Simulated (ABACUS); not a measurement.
Runs of ABACUS 3.10.1 on Ti. It takes space group P6_3/mmc (No. 194, hexagonal). Conventional cell: a = 2.950 Å, b = 2.950 Å, c = 4.680 Å, α = 90.00°, β = 90.00°, γ = 120.00°. Ti (site symmetry -6m2) is surrounded by 12 Ti at 2.89 to 2.95 Å. 

| task | potentials or basis | cell | k mesh | cutoff (eV) | SCF threshold on the density | eigensolver | symmetry key | orbital files | path | gap on the mesh (eV) | pressure (GPa) | V0 of scaled cells (Å³/atom) | B0 (GPa) |
| --- | --- | --- | --- | --- | --- | --- | --- | --- | --- | --- | --- | --- | --- |
| single point | PseudoDojo NC SR 0.4.1 PBE standard, plane waves | as given | 10 × 10 × 6 | 1143 | 1e-08 | dav | 1 | - | - | none | -1.4 | - | - |
| equation of state | PseudoDojo NC SR 0.4.1 PBE standard, DZP LCAO (the cutoffs set its grid) | as given | 10 × 10 × 6 | 1361 | 1e-07 | genelpa | 1 | Ti Ti_confined-atom_7au_3s2p2d1f.orb | - | - | - | 17.48 | (b) |
| relaxation of cell and atoms | PseudoDojo NC SR 0.4.1 PBE standard, TZDP LCAO (the cutoffs set its grid) | relaxed | 9 × 9 × 6 | 1361 | 1e-07 | genelpa | 1 | Ti Ti_confined-atom_7au_4s3p3d1f.orb | - | none | 0.0 | - | - |
| equation of state | PseudoDojo NC SR 0.4.1 PBE standard, plane waves | as given | 10 × 10 × 6 | 1143 | 1e-08 | dav | 1 | - | - | - | - | 17.42 | (a) |

Alike in all rows: level PBE; no spin polarisation; smearing fermi-dirac 0.05 eV.

Q: Estimate the missing entries.

A: (a) 111; (b) 113.

Caveats: the atomic orbitals were generated for these runs and aren't a published set (some runs); the cell was scaled at fixed shape and fractional positions, which overstates the stiffness of a crystal with free parameters, most of all of layers and chains (some runs); the basis of atomic orbitals isn't converged, which shifts pressures, moduli and gaps (some runs).

A k mesh can miss the band edges.

A gap of «none» marks a metal or a gap under the smearing width.

Not every run made on this cell is shown here.
